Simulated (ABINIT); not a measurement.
# AlN (P6_3/mmc) in ABINIT: reference runs, part 2 of 2

ABINIT 10.8.3 (patched build). The steps go on from the part before.

**3. Single point, PBE (atoms moved at random, drawn with an rms of 0.05 Å)**

run.abi

```
# Pseudopotentials
pp_dirpath "./"
pseudos "Al.GGA_PBE-JTH.xml, N.GGA_PBE-JTH.xml"

# Structure
acell 3.3121157418 3.3121157418 4.187563 Angstrom
rprim
     1.0000000000     0.0000000000     0.0000000000
    -0.5000000000     0.8660254038     0.0000000000
     0.0000000000     0.0000000000     1.0000000000
ntypat 2
znucl 13 7
natom 4
typat 1 1 2 2
xred
     0.6698750000     0.3198000000     0.2522210000
     0.3225800000     0.6714430000     0.7545390000
     0.6734740000     0.3386690000     0.7491070000
     0.3320150000     0.6802010000     0.2459270000
chkprim 0
chksymtnons 0
tolsym 1.0e-6

# Plane-wave basis
ecut 26.0
pawecutdg 48.0

# k points
kptopt 1
ngkpt 9 9 7
nshiftk 1
shiftk 0.0 0.0 0.0

# Exchange and correlation
ixc 11

# Bands and occupations
nband 12
occopt 3
tsmear 0.05 eV

# SCF cycle
nstep 100
tolvrs 1.0e-9

# Output
iomode 3
prtwf 0
prtden 0
prteig 0
prtebands 0
enunit 2
```

Potentials or basis: JTH PAW PBE v2.0.

Launch:

```
$ abinit run.abi > log 2>&1
```

run.abo:

```text
.Version 10.8.3 of ABINIT
 Symmetries : space group P1 (#  1); Bravais aP (primitive triclinic)
================================================================================
 Values of the parameters that define the memory need of the present run
     intxc =       0    ionmov =       0      iscf =      17    lmnmax =       8
     lnmax =       4     mgfft =      40  mpssoang =       2    mqgrid =    3001
     natom =       4  nloc_mem =       2    nspden =       1   nspinor =       1
    nsppol =       1      nsym =       1    n1xccc =       1    ntypat =       2
    occopt =       3   xclevel =       2
       mpw =        1716          nfft =       36000          nkpt =         284
 PAW method is used; the additional fine FFT grid is defined by:
   mgfftf=        50    nfftf =     80000
================================================================================
================================================================================

--------------------------------------------------------------------------------
------------- Echo of variables that govern the present computation ------------
--------------------------------------------------------------------------------
 -outvars: echo values of preprocessed input variables --------
            acell      6.2589916493E+00  6.2589916493E+00  7.9133472050E+00 Bohr
              amu      2.69815390E+01  1.40067400E+01
          chkprim           0
      chksymtnons           0
             ecut      2.60000000E+01 Hartree
           enunit           2
                       outvar_i_n : Printing only first  50 k-points.
              ixc          11
                       outvar_i_n : Printing only first  50 k-points.
         kptrlatt        9    0    0      0    9    0      0    0    7
          kptrlen      5.53934304E+01
            natom           4
            nband          12
            ngfft          30      30      40
          ngfftdg          40      40      50
             nkpt         284
            nstep         100
             nsym           1
           ntypat           2
                       prtocc : prtvol=0, do not print more k-points.
           occopt           3
        pawecutdg      4.80000000E+01 Hartree
         pawxcdev           0
           prtden           0
        prtebands           0
           prteig           0
            prtwf           0
            rprim      1.0000000000E+00  0.0000000000E+00  0.0000000000E+00
[... 200 lines left out ...]
  12.34302   13.47270   17.33534   17.36238
 prteigrs : prtvol=0 or 1, do not print more k-points.

--- !EnergyTerms
iteration_state     : {dtset: 1, }
comment             : Components of total free energy in Hartree
kinetic             :  1.40926370747101E+01
hartree             :  5.66956943933443E+00
xc                  : -7.76396920721309E+00
Ewald energy        : -2.21620752967636E+01
psp_core            : -6.66089068007441E-02
local_psp           : -1.78017309171221E+01
PAW spherical_terms :  3.58069859779290E+00
internal            : -2.44514792160621E+01
'-kT*entropy'       : -1.65595576522730E-14
total_energy        : -2.44514792160622E+01
total_energy_eV     : -6.65358645233844E+02
...

--- !EnergyTermsDC
iteration_state     : {dtset: 1, }
comment             : '"Double-counting" decomposition of free energy'
band_energy         :  1.54170743557827E+00
Ewald energy        : -2.21620752967636E+01
psp_core            : -6.66089068007441E-02
xc_dc               : -4.56267682344803E+00
PAW spherical_terms :  7.98171054323950E-01
internal            : -2.44514825371101E+01
'-kT*entropy'       : -1.65595576522730E-14
total_energy_dc     : -2.44514825371101E+01
total_energy_dc_eV  : -6.65358735604163E+02
...

--- !EnergyTermsWithPAWCore
iteration_state     : {dtset: 1, }
comment             : 'Components of total free energy, including PAW core contributions'
Total energy        : -5.95347834254695E+02
Total energy DC     : -5.95347837575743E+02
Total energy (eV)   : -1.62002398686128E+04
Total energy DC (eV): -1.62002399589831E+04
...

 Cartesian components of stress tensor (hartree/bohr^3)
  sigma(1 1)=  4.82780337E-05  sigma(3 2)= -3.12380856E-06
  sigma(2 2)= -2.02731335E-04  sigma(3 1)= -3.27309428E-07
  sigma(3 3)= -9.45137742E-06  sigma(2 1)= -1.80332836E-04

-Cartesian components of stress tensor (GPa)         [Pressure=  1.6074E+00 GPa]
- sigma(1 1)=  1.42038879E+00  sigma(3 2)= -9.19056208E-02
- sigma(2 2)= -5.96456180E+00  sigma(3 1)= -9.62977584E-03
- sigma(3 3)= -2.78069124E-01  sigma(2 1)= -5.30557521E+00

== END DATASET(S) ==============================================================
================================================================================

 -outvars: echo values of variables after computation  --------
            acell      6.2589916493E+00  6.2589916493E+00  7.9133472050E+00 Bohr
           etotal     -2.4451482537E+01
            fcart     -1.3742210274E-02  2.5312293924E-02  5.9330377467E-04
                       1.7524148443E-02  1.7109857072E-03 -1.8243130906E-03
                      -1.5645653959E-02 -3.4645482848E-03 -1.9972270589E-03
                       1.1863715790E-02 -2.3558731347E-02  3.2282363749E-03
            rprim      1.0000000000E+00  0.0000000000E+00  0.0000000000E+00
                      -5.0000000000E-01  8.6602540380E-01  0.0000000000E+00
                       0.0000000000E+00  0.0000000000E+00  1.0000000000E+00
           strten      4.8278033696E-05 -2.0273133481E-04 -9.4513774239E-06
                      -3.1238085585E-06 -3.2730942815E-07 -1.8033283587E-04
           xangst      1.6890962254E+00  9.1730676400E-01  1.0561913274E+00
                      -4.3526169021E-02  1.9259512368E+00  3.1596795985E+00
                       1.6697683740E+00  9.7143015777E-01  3.1369327562E+00
                      -2.6780111830E-02  1.9510724771E+00  1.0298348059E+00
             xred      6.6987500000E-01  3.1980000000E-01  2.5222100000E-01
                       3.2258000000E-01  6.7144300000E-01  7.5453900000E-01
                       6.7347400000E-01  3.3866900000E-01  7.4910700000E-01
                       3.3201500000E-01  6.8020100000E-01  2.4592700000E-01
 Calculation completed.
```

Wall time 2.6 min (1 thread of Arm Neoverse V2, shared host); peak memory 0.24 GiB.

What came out:

| Quantity | Value |
| --- | --- |
| Free energy | -665.3587 eV |
| Pressure | 1.6 GPa |
| Largest force | 1.481 eV/Å |
| Band gap on the k mesh | 3.25 eV, direct |
| Valence electrons inside the program's atomic spheres | Al 0.86, 0.85; N 2.62 |

Forces in eV/Å, atoms in the order of the input:
```
Al  -0.707  1.302  0.031
Al   0.901  0.088 -0.094
N   -0.805 -0.178 -0.103
N    0.610 -1.211  0.166
```

Caveat: an odd mesh through Γ misses points on the zone boundary, where band edges often lie.
